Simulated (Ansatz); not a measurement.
# FeCo (Wairauite): the cost of one run

Computed with Ansatz 0.2.0 (DFT PBE, scalar-relativistic, plane waves, PAW, unless a step's input says otherwise).

Spin polarisation is switched off on purpose; where the compound carries moments, volume, stiffness and gap are then not the real material's.

## (1) The starting structure

It takes space group Pm-3m (No. 221, cubic). The conventional cell has a = 2.761 Å, b = 2.761 Å, c = 2.761 Å, α = 90.00°, β = 90.00°, γ = 90.00°. Fe (site symmetry m-3m) is surrounded by 8 Co at 2.39 Å. Co (site symmetry m-3m) has 8 Fe at 2.39 Å as nearest neighbours.

Coordinates:

```cif
data_structure
_symmetry_space_group_name_H-M 'P 1'
_symmetry_Int_Tables_number 1
_cell_length_a 2.7605
_cell_length_b 2.7605
_cell_length_c 2.7605
_cell_angle_alpha 90.000
_cell_angle_beta 90.000
_cell_angle_gamma 90.000
_cell_volume 21.04
loop_
_atom_site_label
_atom_site_type_symbol
_atom_site_fract_x
_atom_site_fract_y
_atom_site_fract_z
_atom_site_occupancy
Fe1 Fe 0.50000 0.50000 0.50000 1
Co1 Co 0.00000 0.00000 0.00000 1
```

This cell comes from an earlier session at PBE: 10.518 Å³/atom at -0.01 GPa, on a 16×16×16 mesh.

Volume factors to run: 0.980, 1.020, 0.960, 1.040.

## (2) Scaling the volume by 0.980

input.yaml reads:

```yaml
crystal:
  lattice:
    - [2.7419749306, 0.0, 0.0]
    - [0.0, 2.7419749306, 0.0]
    - [0.0, 0.0, 2.7419749306]
  atoms:
    - { symbol: Fe, position: [0.5, 0.5, 0.5] }
    - { symbol: Co, position: [0.0, 0.0, 0.0] }
basis:
  ecutwfc: 420
  ecutrho_ratio: 4
kpoints:
  mp_grid: { grid: [16, 16, 16] }
hamiltonian:
  xc: pbe
scf:
  occupations: { method: gaussian, width: 0.05 }
output:
  forces: true
  stress: true
  eigenvalues: true
```

Started as:

```
$ ansatz run input.yaml --threads 1 --pin off --max-ram 2560MiB --backend cpu --events-out ev --progress --plain --runs-dir out
```

Q: Estimate wall time and peak memory on 1 thread of Intel Xeon at 2.70GHz, shared host.

About 3.2 s, with a peak of 0.38 GiB.
